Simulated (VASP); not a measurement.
# RbBr (Fm-3m) in VASP: notebook, part 2 of 2

VASP 6.6.1.

## 5. Single point, PBE (bulk in the cell of the (0 0 1) plane)

INCAR

```
PREC     = Accurate       # precision mode
ENCUT    = 520            # plane-wave cutoff, eV
EDIFF    = 1E-7           # SCF threshold, eV
ISMEAR   = 0              # smearing method
SIGMA    = 0.05           # smearing width, eV
LREAL    = False          # projectors in reciprocal space
LASPH    = True           # aspherical terms in the spheres
NELM     = 100            # most SCF steps
ALGO     = Fast           # electronic algorithm
ISIF     = 2              # what is computed and relaxed
LWAVE    = False          # write WAVECAR
LCHARG   = True           # write CHGCAR
GGA      = PE             # functional
LELF     = True           # ELF
LVHAR    = True         
NBANDS   = 24             # bands
```

KPOINTS

```
regular mesh
0
Gamma
  6 6 4
```

POSCAR

```
RbBr
1.0
    4.9620216404      0.0000000000      0.0000000000
    0.0000000000      4.9620216404      0.0000000000
    0.0000000000      0.0000000000      7.0173583006
Rb Br
2 2
Direct
    0.0000000000      0.0000000000      0.0000000000
    0.5000000000      0.5000000000      0.5000000000
    0.0000000000      0.0000000000      0.5000000000
    0.5000000000      0.5000000000      0.0000000000
```

Potentials or basis: VASP PAW PBE potentials, release 64 (Rb_sv, Br).

The run is started by

```
> cat potpaw_PBE.64/Rb_sv/POTCAR potpaw_PBE.64/Br/POTCAR > POTCAR
> mpirun -np 1 vasp_std > vasp.out
```

OUTCAR:

```text
PREC = Accurate
   ENCUT = 520
   EDIFF = 1E-7
   ISMEAR = 0
   LREAL = False
   LASPH = True
   NELM = 100
   ISIF = 2
   GGA = PE

 ion  position               nearest neighbor table
   1  0.000  0.000  0.000-   3 3.51   3 3.51   4 3.51   4 3.51   4 3.51   4 3.51   2 4.96   2 4.96
                             2 4.96   2 4.96   2 4.96   2 4.96   2 4.96   2 4.96
   2  0.500  0.500  0.500-   4 3.51   4 3.51   3 3.51   3 3.51   3 3.51   3 3.51   1 4.96   1 4.96
                             1 4.96   1 4.96   1 4.96   1 4.96   1 4.96   1 4.96
   3  0.000  0.000  0.500-   1 3.51   1 3.51   2 3.51   2 3.51   2 3.51   2 3.51
   4  0.500  0.500  0.000-   2 3.51   2 3.51   1 3.51   1 3.51   1 3.51   1 3.51

  LATTYP: Found a simple tetragonal cell.
 ALAT       =     4.9620216404
 C/A-ratio  =     1.4142135624

  Lattice vectors:

 A1 = (   4.9620216404,   0.0000000000,   0.0000000000)
 A2 = (   0.0000000000,   4.9620216404,   0.0000000000)
 A3 = (   0.0000000000,   0.0000000000,   7.0173583006)

Analysis of symmetry for initial positions (statically):
=====================================================================
 Subroutine PRICEL returns following result:

  LATTYP: Found a face centered cubic cell.
 ALAT       =     7.0173583006

  Lattice vectors:

 A1 = (  -2.4810108202,  -2.4810108202,  -3.5086791503)
 A2 = (   2.4810108202,  -2.4810108202,  -3.5086791503)
 A3 = (   0.0000000000,  -4.9620216404,   0.0000000000)

   2 primitive cells build up your supercell.

 Routine SETGRP: Setting up the symmetry group for a
 simple tetragonal supercell.

 Subroutine GETGRP returns: Found 16 space group operations
 (whereof 16 operations were pure point group operations)
 out of a pool of 16 trial point group operations.

The static configuration has the point symmetry D_4h.

Analysis of symmetry for dynamics (positions and initial velocities):
=====================================================================
 Subroutine PRICEL returns following result:

  LATTYP: Found a face centered cubic cell.
 ALAT       =     7.0173583006

  Lattice vectors:

 A1 = (  -2.4810108202,  -2.4810108202,  -3.5086791503)
 A2 = (   2.4810108202,  -2.4810108202,  -3.5086791503)
 A3 = (   0.0000000000,  -4.9620216404,   0.0000000000)

   2 primitive cells build up your supercell.

 Routine SETGRP: Setting up the symmetry group for a
 simple tetragonal supercell.

 Subroutine GETGRP returns: Found 16 space group operations
 (whereof 16 operations were pure point group operations)
 out of a pool of 16 trial point group operations.

The dynamic configuration has the point symmetry D_4h.

 Subroutine INISYM returns: Found 16 space group operations
 (whereof 16 operations are pure point group operations),
 and found     2 'primitive' translations

----------------------------------------------------------------------------------------

                                     Primitive cell

  volume of cell :      86.3895

  direct lattice vectors                    reciprocal lattice vectors
    -2.481010820 -2.481010820 -3.508679150    -0.201530762  0.000000000 -0.142503768
     2.481010820 -2.481010820 -3.508679150     0.201530762  0.000000000 -0.142503768
[... 39 lines left out ...]

 Following reciprocal coordinates:
            Coordinates               Weight
  0.000000  0.000000  0.000000      1.000000
  0.166667  0.000000  0.000000      4.000000
  0.333333  0.000000  0.000000      4.000000
  0.500000  0.000000  0.000000      2.000000
  0.166667  0.166667  0.000000      4.000000
  0.333333  0.166667  0.000000      8.000000
[... 16 lines left out ...]
  0.333333  0.000000  0.500000      4.000000
  0.500000  0.000000  0.500000      2.000000
 [... further k-points ...]
   k-points           NKPTS =     30   k-points in BZ     NKDIM =     30   number of bands    NBANDS=     24
   number of dos      NEDOS =    301   number of ions     NIONS =      4
   total plane-waves  NPLWV =  86400
   dimension x,y,z NGX =    40 NGY =   40 NGZ =   54
   dimension x,y,z NGXF=    80 NGYF=   80 NGZF=  108
   ions per type =               2   2
   NGX,Y,Z   is equivalent  to a cutoff of  13.40, 13.40, 12.79 a.u.
   NGXF,Y,Z  is equivalent  to a cutoff of  26.80, 26.80, 25.59 a.u.
 SYSTEM =  unknown system
   PREC   = accura    normal or accurate (medium, high low for compatibility)
   ISTART =      0    job   : 0-new  1-cont  2-samecut
   ICHARG =      2    charge: 1-file 2-atom 10-const
   ISPIN  =      1    spin polarized calculation?
   LNONCOLLINEAR =      F non collinear calculations
   LSORBIT =      F    spin-orbit coupling
   LASPH  =      T    aspherical Exc in radial PAW
   ENCUT  =  520.0 eV  38.22 Ry    6.18 a.u.   9.23  9.23 13.05*2*pi/ulx,y,z
   NELM   =    100;   NELMIN=  2; NELMDL= -5     # of ELM steps
   EDIFF  = 0.1E-06   stopping-criterion for ELM
   LREAL  =      F    real-space projection
   EDIFFG = 0.1E-05   stopping-criterion for IOM
   NSW    =      0    number of steps for IOM
   IBRION =     -1    ionic relax: 0-MD 1-quasi-New 2-CG
   NFREE  =      0    steps in history (QN), initial steepest desc. (CG)
   ISIF   =      2    stress and relaxation
   ISYM   =      2    0-nonsym 1-usesym 2-fastsym
   POTIM  = 0.5000    time-step for ionic-motion
   TEBEG  =    0.0;   TEEND  =   0.0 temperature during run
   PSTRESS=    0.0 pullay stress
   NELECT =      32.0000    total number of electrons
   NUPDOWN=      -1.0000    fix difference up-down
   EMIN   =  10.00;   EMAX   =-10.00  energy-range for DOS
   EFERMI =   0.00;   METHOD = LEGACY
   ISMEAR =     0;   SIGMA  =   0.05  broadening in eV -4-tet -1-fermi 0-gaus
   EFERMI_NEDOS =   21; number of points for ismear=-14 and -15
   IALGO  =     68    algorithm
   IMIX   =      4    mixing-type and parameters
     AMIX     =   0.40;   BMIX     =  1.00
     AMIX_MAG =   1.60;   BMIX_MAG =  1.00
  volume/ion in A,a.u.               =      43.19       291.49
  Fermi-wavevector in a.u.,A,eV,Ry     =   0.933171  1.763437 11.848060  0.870808
  Thomas-Fermi vector in A             =   2.059845
   LORBIT       =      0    0 simple, 1 ext, 2 COOP (PROOUT), +10 PAW based schemes
   GGA     = PE    functional components
   LHFCALC =     F    Hartree Fock is set to
   AEXX    =    0.0000 exact exchange contribution
   IVDW    =     0    specifies the selected vdW correction
   LEPSILON=     F    determine dielectric tensor
   LRPA    =     F    only Hartree local field effects (RPA)
 non-spin polarized calculation
 RMM-DIIS sequential band-by-band and
 Gauss-broadening in eV      SIGMA  =   0.05
  energy-cutoff  :      520.00
  volume of cell :      172.78
 maximum number of plane-waves:      4692
 NGX is ok and might be reduce to    40
   NGX = 19   NGY = 19   NGZ = 27

 number of electron      32.0000001 magnetization

 Free energy of the ion-electron system (eV)
  ---------------------------------------------------
  ext. energy  EPLUGINS =         0.00000000
  ---------------------------------------------------
  free energy    TOTEN  =       -12.23115166 eV

  energy without entropy =      -12.23115166  energy(sigma->0) =      -12.23115166

 E-fermi :  -1.7567     XC(G=0):  -6.9580

 val. band max:       -2.0055699482   @ k =   0.0000   0.0000   0.0000
 cond. band min:       2.1838408488   @ k =   0.0000   0.0000   0.0000
 fundamental gap:      4.1894107970
 Fermi energy:        -1.7567382029

 k-point     1 :       0.0000    0.0000    0.0000
  band No.  band energies     occupation
      1     -26.5738      2.00000
      2     -26.5656      2.00000
      3     -14.1207      2.00000
      4     -14.0757      2.00000
      5     -10.7817      2.00000
      6     -10.6991      2.00000
[... 637 lines left out ...]
     23       7.2659      0.00000
     24       7.2660      0.00000

 [... further k-points ...]

------------------------ aborting loop because EDIFF is reached ----------------------------------------

  FORCE on cell =-STRESS in cart. coord.  units (eV):
  Direction    XX          YY          ZZ          XY          YZ          ZX
  --------------------------------------------------------------------------------------
  -------------------------------------------------------------------------------------
  Total        0.0234421      0.0234421      0.0236363      0.0000000      0.0000000      0.0000000
  in kB        0.2173785      0.2173785      0.2191791      0.0000000      0.0000000      0.0000000
  external PRESSURE =       0.2179787 kB  Pullay stress =       0.0000000 kB

 VOLUME and BASIS-vectors are now :
 -----------------------------------------------------------------------------
  energy-cutoff  :      520.00
  volume of cell :      172.78
      direct lattice vectors                 reciprocal lattice vectors
     4.962021640  0.000000000  0.000000000     0.201530762  0.000000000  0.000000000
     0.000000000  4.962021640  0.000000000     0.000000000  0.201530762  0.000000000
     0.000000000  0.000000000  7.017358301     0.000000000  0.000000000  0.142503768

 POSITION                                       TOTAL-FORCE (eV/Angst)
 -----------------------------------------------------------------------------------
      0.00000      0.00000      0.00000        -0.000000     -0.000000     -0.000000
      2.48101      2.48101      3.50868        -0.000000     -0.000000     -0.000000
      0.00000      0.00000      3.50868        -0.000000     -0.000000     -0.000000
      2.48101      2.48101      0.00000         0.000000      0.000000      0.000000
 -----------------------------------------------------------------------------------
    total drift:                                0.000000     -0.000000     -0.000000

  FREE ENERGIE OF THE ION-ELECTRON SYSTEM (eV)
  ---------------------------------------------------
  free  energy   TOTEN  =       -12.2311516583 eV

  energy  without entropy=      -12.2311516583  energy(sigma->0) =      -12.23115166
```

Run time: 1.9 min. Hardware: 1 thread of AMD EPYC 9R45 (Zen 5), shared host; peak memory 0.3 GiB.

Results:

| Quantity | Value |
| --- | --- |
| Free energy | -12.2312 eV |
| Pressure | 0.0 GPa |
| Band gap on the k mesh | 4.19 eV |

Levels at points of the mesh, in eV from the valence-band top:
```csv
k point,band 12,band 13,band 14,band 15,band 16,band 17,band 18,band 19,band 20,band 21
"(0.00, 0.00, 0.00)",-0.15,-0.15,0.00,0.00,0.00,4.19,5.67,6.86,7.25,7.25
"(0.50, 0.00, 0.00)",-0.68,-0.28,-0.28,-0.23,-0.23,6.49,6.49,7.08,7.08,8.53
"(0.50, 0.50, 0.00)",-0.45,-0.15,-0.15,-0.15,-0.15,5.67,5.67,6.86,6.86,8.84
"(0.00, 0.00, 0.50)",-0.53,-0.09,-0.09,-0.09,-0.09,5.48,5.48,6.27,6.27,8.53
"(0.50, 0.00, 0.50)",-0.87,-0.30,-0.30,-0.30,-0.30,6.63,6.63,7.46,7.46,9.27
"(0.50, 0.50, 0.50)",-0.43,-0.33,-0.33,-0.33,-0.33,7.00,7.00,7.00,7.00,7.97
```

## 6. Single point, PBE

This run uses another cell than the first one, of 40.25 Å³/atom, 0.932 times its volume.

INCAR

```
SYSTEM = RbBr
PREC     = Accurate       ! precision mode
ENCUT    = 520            ! plane-wave cutoff, eV
EDIFF    = 1E-7           ! SCF threshold, eV
ISMEAR   = 0              ! smearing method
SIGMA    = 0.1            ! smearing width, eV
LREAL    = .False.        ! projectors in reciprocal space
LASPH    = .True.         ! aspherical terms in the spheres
NELM     = 100            ! most SCF steps
ALGO     = Normal         ! electronic algorithm
ISIF     = 2              ! what is computed and relaxed
LWAVE    = .False.        ! write WAVECAR
LCHARG   = .True.         ! write CHGCAR
GGA      = PE             ! functional
LELF     = .True.         ! ELF
LVHAR    = .True.       
NBANDS   = 15             ! bands
```

KPOINTS

```
Automatic mesh
0
Gamma
  4 4 4
  0 0 0
```

POSCAR

```
RbBr
1.0
    0.0000000000      3.4270000000      3.4270000000
    3.4270000000      0.0000000000      3.4270000000
    3.4270000000      3.4270000000      0.0000000000
Rb Br
1 1
Direct
    0.0000000000      0.0000000000      0.0000000000
    0.5000000000      0.5000000000      0.5000000000
```

Potentials or basis: VASP PAW PBE potentials, release 64 (Rb_sv, Br).

The run is started by

```
> cat potpaw_PBE.64/Rb_sv/POTCAR potpaw_PBE.64/Br/POTCAR > POTCAR
> mpirun -np 1 vasp_std > vasp.out
```

OUTCAR:

```text
SYSTEM = RbBr
   PREC = Accurate
   ENCUT = 520
   EDIFF = 1E-7
   ISMEAR = 0
   LREAL = .False.
   LASPH = .True.
   NELM = 100
   ISIF = 2
   GGA = PE

 ion  position               nearest neighbor table
   1  0.000  0.000  0.000-   2 3.43   2 3.43   2 3.43   2 3.43   2 3.43   2 3.43
   2  0.500  0.500  0.500-   1 3.43   1 3.43   1 3.43   1 3.43   1 3.43   1 3.43

  LATTYP: Found a face centered cubic cell.
 ALAT       =     6.8540000000

  Lattice vectors:

 A1 = (   0.0000000000,   3.4270000000,   3.4270000000)
 A2 = (   3.4270000000,   0.0000000000,   3.4270000000)
 A3 = (   3.4270000000,   3.4270000000,   0.0000000000)

Analysis of symmetry for initial positions (statically):
=====================================================================
 Subroutine PRICEL returns:
 Original cell was already a primitive cell.

 Routine SETGRP: Setting up the symmetry group for a
 face centered cubic supercell.

 Subroutine GETGRP returns: Found 48 space group operations
 (whereof 48 operations were pure point group operations)
 out of a pool of 48 trial point group operations.

The static configuration has the point symmetry O_h .

Analysis of symmetry for dynamics (positions and initial velocities):
=====================================================================
 Subroutine PRICEL returns:
 Original cell was already a primitive cell.

 Routine SETGRP: Setting up the symmetry group for a
 face centered cubic supercell.

 Subroutine GETGRP returns: Found 48 space group operations
 (whereof 48 operations were pure point group operations)
 out of a pool of 48 trial point group operations.

The dynamic configuration has the point symmetry O_h .

 Subroutine INISYM returns: Found 48 space group operations
 (whereof 48 operations are pure point group operations),
 and found     1 'primitive' translations

----------------------------------------------------------------------------------------

                                     Primitive cell

  volume of cell :      80.4956

  direct lattice vectors                    reciprocal lattice vectors
     0.000000000  3.427000000  3.427000000    -0.145900204  0.145900204  0.145900204
[... 102 lines left out ...]
  energy-cutoff  :      520.00
  volume of cell :       80.50
 maximum number of plane-waves:      2200
   NGX = 17   NGY = 17   NGZ = 17

 number of electron      15.9999999 magnetization

 Free energy of the ion-electron system (eV)
  ---------------------------------------------------
  ext. energy  EPLUGINS =         0.00000000
  ---------------------------------------------------
  free energy    TOTEN  =        -6.09710075 eV

  energy without entropy =       -6.09710075  energy(sigma->0) =       -6.09710075

 E-fermi :  -1.2721     XC(G=0):  -7.2334

 val. band max:       -1.7519463462   @ k =   0.0000   0.0000   0.0000
 cond. band min:       2.6103895767   @ k =   0.0000   0.0000   0.0000
 fundamental gap:      4.3623359230
 Fermi energy:        -1.2721483353

 k-point     1 :       0.0000    0.0000    0.0000
  band No.  band energies     occupation
      1     -26.1664      2.00000
      2     -13.9329      2.00000
      3     -10.2433      2.00000
      4     -10.2433      2.00000
      5     -10.2433      2.00000
      6      -1.7519      2.00000
      7      -1.7519      2.00000
      8      -1.7519      2.00000
      9       2.6104      0.00000
     10       5.5273      0.00000
     11       5.5273      0.00000
     12       5.5273      0.00000
     13       6.4156      0.00000
     14       6.4156      0.00000
[... 113 lines left out ...]
      2     -13.9070      2.00000
      3     -10.3705      2.00000
      4     -10.3705      2.00000
      5     -10.2247      2.00000
      6      -2.2453      2.00000
      7      -2.1004      2.00000
      8      -2.1004      2.00000
      9       5.3309      0.00000
     10       5.3309      0.00000
     11       6.5117      0.00000
     12       6.8646      0.00000
     13       9.1219      0.00000
     14       9.1887      0.00000
     15       9.2477      0.00000

------------------------ aborting loop because EDIFF is reached ----------------------------------------

  FORCE on cell =-STRESS in cart. coord.  units (eV):
  Direction    XX          YY          ZZ          XY          YZ          ZX
  --------------------------------------------------------------------------------------
  -------------------------------------------------------------------------------------
  Total        0.5183683      0.5183683      0.5183683      0.0000000      0.0000000     -0.0000000
  in kB       10.3175523     10.3175523     10.3175523      0.0000000      0.0000000     -0.0000000
  external PRESSURE =      10.3175523 kB  Pullay stress =       0.0000000 kB

 VOLUME and BASIS-vectors are now :
 -----------------------------------------------------------------------------
  energy-cutoff  :      520.00
  volume of cell :       80.50
      direct lattice vectors                 reciprocal lattice vectors
     0.000000000  3.427000000  3.427000000    -0.145900204  0.145900204  0.145900204
     3.427000000  0.000000000  3.427000000     0.145900204 -0.145900204  0.145900204
     3.427000000  3.427000000  0.000000000     0.145900204  0.145900204 -0.145900204

 POSITION                                       TOTAL-FORCE (eV/Angst)
 -----------------------------------------------------------------------------------
      0.00000      0.00000      0.00000         0.000000      0.000000      0.000000
      3.42700      3.42700      3.42700        -0.000000     -0.000000     -0.000000
 -----------------------------------------------------------------------------------
    total drift:                                0.000000      0.000000      0.000000

  FREE ENERGIE OF THE ION-ELECTRON SYSTEM (eV)
  ---------------------------------------------------
  free  energy   TOTEN  =        -6.0971007470 eV

  energy  without entropy=       -6.0971007470  energy(sigma->0) =       -6.09710075
```

stdout:

```text
POSCAR found type information on POSCAR RbBr
 POSCAR found :  2 types and       2 ions
 scaLAPACK will be used
 LDA part: xc-table for (Slater+PW92), standard interpolation
 POSCAR, INCAR and KPOINTS ok, starting setup
 FFT: planning ... GRIDC
 FFT: planning ... GRID_SOFT
 FFT: planning ... GRID
 WAVECAR not read
 entering main loop
```

Wall time 8.5 s (1 thread of AMD EPYC 9R45 (Zen 5), shared host); peak memory 0.17 GiB.

What came out:

```yaml
Free_energy: -6.0971 eV
Pressure: 1.0 GPa
Band_gap_on_the_k_mesh: 4.36 eV, direct
```

## 7. The runs side by side

| task | cell | k mesh | cutoff (eV) | smearing | gap on the mesh (eV) | pressure (GPa) |
| --- | --- | --- | --- | --- | --- | --- |
| single point | Fm-3m, 43.19 Å³/atom | 6 × 6 × 6 | 520 | gaussian 0.02 eV | 4.19 | 0.0 |
| relaxation of cell and atoms | relaxed | 6 × 6 × 6 | 600 | gaussian 0.02 eV | 4.18 | 0.0 |
| single point | bulk in the cell of the (0 0 1) plane | 6 × 6 × 4 | 520 | gaussian 0.05 eV | 4.19 | 0.0 |
| single point | Fm-3m, 40.25 Å³/atom | 4 × 4 × 4 | 520 | gaussian 0.1 eV | 4.36 | 1.0 |

Alike in all rows: level PBE; potentials or basis VASP PAW PBE potentials, release 64 (Rb_sv, Br); no spin polarisation.

Total energies depend on the potentials used, so only differences within one code and one set of settings carry meaning.
